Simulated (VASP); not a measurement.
# A VASP 6.6.1 single-point calculation on ZnSe

INCAR

```
PREC = Accurate
NSW = 0
LREAL = .FALSE.
LWAVE = .FALSE.
IBRION = -1
EDIFF = 1E-7
SIGMA = 0.02
ISMEAR = -1
ISIF = 2
LASPH = .TRUE.
GGA = PE
MAGMOM = 1
NELM = 82
ISPIN = 2
LCHARG = .FALSE.
NBANDS = 16
ENCUT = 520
```

KPOINTS

```
KPOINTS created by Atomic Simulation Environment
0
Gamma
8 8 8
0 0 0
```

POSCAR

```
Zn Se
 1.0000000000000000
     0.0000000000000000    2.8324206844000002    2.9457175117999999
     2.8324206844000002    0.0000000000000000    2.9457175117999999
     2.8324206844000002    2.8324206844000002    0.0000000000000000
 Zn  Se
   1   1
Cartesian
  0.0000000000000000  0.0000000000000000  0.0000000000000000
  1.4162103422000001  1.4162103422000001  1.4728587558999999
```

The recommended PBE PAW datasets give the neutral cell 18 valence electrons.

Command

```
mpirun -np 1 vasp_std
```

Standard output (part)

```
POSCAR found type information on POSCAR ZnSe
 POSCAR found :  2 types and       2 ions
|     EEEEEEE  RRRRRR   RRRRRR   OOOOOOO  RRRRRR      ###     ###     ###     |
|     E        R     R  R     R  O     O  R     R     ###     ###     ###     |
|     E        R     R  R     R  O     O  R     R     ###     ###     ###     |
|     EEEEE    RRRRRR   RRRRRR   O     O  RRRRRR       #       #       #      |
|     E        R    R   R    R   O     O  R    R      ###     ###     ###     |
|     EEEEEEE  R     R  R     R  OOOOOOO  R     R     ###     ###     ###     |
|     ERROR: You have set 1 value(s) for MAGMOM; however for                  |
|     spin-polarized calculations (ISPIN=2), MAGMOM has to be a list of       |
|     NIONS values. NIONS=2 in your calculation.                              |
|       ---->  I REFUSE TO CONTINUE WITH THIS SICK JOB ... BYE!!! <----       |
```

VASP stopped before the first electronic step.

Q: Why shouldn't this run be trusted?

A: Too few starting moments. VASP stopped before the first electronic step.
